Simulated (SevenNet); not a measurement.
## Rutile GeO2

These are the machine-learned potential SevenNet-0 (trained on PBE and PBE+U data) values and carry that method's errors.

Cell (relaxed at this level):

```cif
data_Ge2O4
_chemical_formula_sum 'Ge2 O4'
_space_group_name_H-M_alt 'P 1'
_space_group_IT_number 1
_cell_length_a 4.48398
_cell_length_b 4.48398
_cell_length_c 2.90892
_cell_angle_alpha 90.000
_cell_angle_beta 90.000
_cell_angle_gamma 90.000
loop_
_space_group_symop_operation_xyz
  'x, y, z'
loop_
_atom_site_label
_atom_site_type_symbol
_atom_site_fract_x
_atom_site_fract_y
_atom_site_fract_z
_atom_site_occupancy
Ge1 Ge 0.00000 0.00000 0.00000 1
Ge2 Ge 0.50000 0.50000 0.50000 1
O1 O 0.30717 0.30717 0.00000 1
O2 O 0.80717 0.19283 0.50000 1
O3 O 0.19283 0.80717 0.50000 1
O4 O 0.69283 0.69283 0.00000 1
```

For rutile GeO2, the lattice constant a comes out as 4.484 Å and the c axis length is 2.909 Å.

Measured, for comparison: lattice constant a 4.397 Å (temperature not stated, not corrected to a static lattice; as tabulated in Saito and Ono (2011), arXiv:1008.4998); lattice parameter c 2.862 Å (room temperature, not corrected to a static lattice; as tabulated in Hiroi (2015), arXiv:1503.02262). Computed (rounded) less measured: lattice constant a +2.0 %, lattice parameter c +1.6 %.

A machine-learned potential is trained on density-functional data: it inherits that level's misses and adds fitting errors of its own.

Note: this model's volume lies 6 % above that of the starting cell (a measured, published or database cell).
